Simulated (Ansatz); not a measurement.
Runs of Ansatz 0.2.0 on In. The structure is tetragonal, space group I4/mmm (No. 139). Conventional cell: a = 3.251 Å, b = 3.251 Å, c = 4.947 Å, α = 90.00°, β = 90.00°, γ = 90.00°. In (site symmetry 4/mmm) is surrounded by 12 In at 3.25 to 3.38 Å. 

```tsv
task	level	potentials or basis	cell	k mesh	cutoff (eV)	smearing	driver	eos	points for each segment of the path	mesh quality	gap on the mesh (eV)	pressure (GPa)	relaxed volume (Å³/atom)
single point	PBE	Ansatz PAW	as given	11 × 11 × 11	420	gaussian 0.016 eV	-	-	-	not flagged	none	2.0	-
relaxation of cell and atoms	LDA	Ansatz PAW	relaxed	11 × 11 × 11	420	fermi-dirac 0.05 eV	-	-	-	not flagged	none	0.0	24.58
relaxation of cell and atoms	revPBE+D4	Ansatz PAW	relaxed	11 × 11 × 11	420	fermi-dirac 0.05 eV	-	-	-	not flagged	none	0.0	(a)
single point	HF	Ansatz PAW	as given	6 × 6 × 6	420	fermi-dirac 0.05 eV	-	-	-	coarse	none	-	-
relaxation of cell and atoms	PBE	Ansatz PAW	relaxed	11 × 11 × 11	420	fermi-dirac 0.05 eV	-	-	-	not flagged	none	0.0	27.41
single point	r2SCANh	Ansatz PAW	as given	6 × 6 × 6	500	fermi-dirac 0.05 eV	-	-	-	coarse	none	-	-
band structure	HSEsol	Ansatz PAW	as given	6 × 6 × 6	420	fermi-dirac 0.05 eV	-	-	4	coarse	none	-	-
```

Alike in all rows: no spin polarisation.

Task: Estimate the missing entries.

Result: (a) 26.23.

Caveats: some runs use coarse meshes; the PAW data sets come from PBE, with cores solved anew for the run's functional, which leaves a small shift of forces and pressure (some runs); the plane-wave basis is chosen anew once the cell has moved, so the energies of steps on either side of that aren't comparable (some runs); the potentials were made for another functional, which shifts forces and pressure (some runs); pairwise dispersion overbinds metals, which lowers pressure and volume (some runs).

A k mesh can miss the band edges, and the runs leave out spin-orbit coupling on In.

A gap of «none» marks a metal or a gap under the smearing width.

Not every run made on this cell is shown here.
